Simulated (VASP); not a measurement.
InP, 2 atoms in the cell. The structure is cubic, space group F-43m (No. 216). The conventional cell has a = 5.904 Å, b = 5.904 Å, c = 5.904 Å, α = 90.00°, β = 90.00°, γ = 90.00°. Around In (site symmetry -43m) lie 4 P at 2.56 Å. P (site symmetry -43m) has 4 In at 2.56 Å as nearest neighbours. The cell is a database's computed one.

```yaml
Program: VASP 6.6.1
Task: relaxation of cell and atoms
Functional: PBEsol
Potentials_or_basis: VASP PAW PBE potentials, release 64 (In, P)
Cutoff: 580 eV
k_mesh: 10 × 10 × 10
Occupations: gaussian, width 0.02 eV
Spin: no spin polarisation
Further_INCAR_settings: ALGO = Normal; EDIFF = 1e-07; IBRION = 2; EDIFFG = -0.005; NSW = 90; ISIF = 3
```

Potentials or basis: VASP PAW PBE potentials, release 64 (In, P).

The run is started by

```console
$ cat potpaw_PBE.64/In/POTCAR potpaw_PBE.64/P/POTCAR > POTCAR
$ mpirun -np 1 vasp_std > vasp.out
```

Hardware: 1 thread of Intel(R) Xeon(R) 6975P-C (Granite Rapids), on a shared host.

Q: Estimate the wall time of this run.

A: Run time: 38 s on 1 thread of Intel(R) Xeon(R) 6975P-C (Granite Rapids), on a shared host, peak memory 0.23 GiB. Counts: scf iterations 28, k points 47, ion steps 3.
